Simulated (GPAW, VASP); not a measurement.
This is a calculation of MgSe for GPAW 26.7.0 (ASE script). 

run.py

```python
from ase import Atoms
from ase.dft.bandgap import bandgap
from ase.io import write
from ase.units import GPa
from gpaw import GPAW, PW

atoms = Atoms(['Se', 'Mg'],
              cell=[[0.0, 2.7255, 2.7255],
                    [2.7255, 0.0, 2.7255],
                    [2.7255, 2.7255, 0.0]],
              scaled_positions=[[0.5, 0.5, 0.5],
                                [0.0, 0.0, 0.0]],
              pbc=True)

calc = GPAW(mode=PW(800),
            xc='PBE',
            kpts={'size': (8, 8, 8), 'gamma': True},
            occupations={'name': 'methfessel-paxton', 'order': 0, 'width': 0.014},
            nbands=16,
            convergence={'density': 1e-05, 'energy': 1e-05},
            maxiter=150,
            txt='gpaw.txt')
atoms.calc = calc
energy = atoms.get_potential_energy()
forces = atoms.get_forces()
stress = atoms.get_stress()
calc.write('gs.gpw')
write('result.traj', atoms)
print(f'Energy: {energy:.6f} eV')
print('Forces (eV/A):')
print(forces.round(4))
print('Stress (GPa):', (stress / GPa).round(3))
print('Fermi level:', round(calc.get_fermi_level(), 4), 'eV')
print(f'Gap: {bandgap(calc)[0]:.4f} eV, direct: {bandgap(calc, direct=True)[0]:.4f} eV')
```

Potentials or basis: GPAW PAW data sets (gpaw-data 1.2.1), pw.

Launch:

```bash
$ OMP_NUM_THREADS=1 python run.py
```

Problem. Set up the same calculation for VASP 6.6.1. Potentials or basis there: PBE PAW files Mg, Se, 520 eV.

Solution. As run (cutoffs and basis follow the program's own potentials, and thresholds, step limits or extra output files can differ):

File INCAR:

```
SYSTEM = MgSe
ALGO = Fast ; EDIFF = 1E-6
ENCUT = 520 ; GGA = PE
ISIF = 2 ; ISMEAR = 0
LASPH = .True. ; LCHARG = .False.
LREAL = .False. ; LWAVE = .False.
NELM = 100 ; PREC = Accurate
SIGMA = 0.014
```

The input KPOINTS:

```
k-points
0
Gamma
  8 8 8
  0 0 0
```

File POSCAR:

```
MgSe
1.0
    0.0000000000      2.7255000000      2.7255000000
    2.7255000000      0.0000000000      2.7255000000
    2.7255000000      2.7255000000      0.0000000000
Se Mg
1 1
Direct
    0.5000000000      0.5000000000      0.5000000000
    0.0000000000      0.0000000000      0.0000000000
```

Potentials or basis: VASP PAW PBE potentials, release 64 (Se, Mg).

Launch:

```console
$ cat potpaw_PBE.64/Se/POTCAR potpaw_PBE.64/Mg/POTCAR > POTCAR
$ mpirun -np 1 vasp_std > vasp.out
```

Both were run:

|  | GPAW | VASP |
| --- | --- | --- |
| Pressure | 2.0 GPa | 1.9 GPa |

The potentials hold 16 and 8 valence electrons a cell.

Pressure is positive in compression.
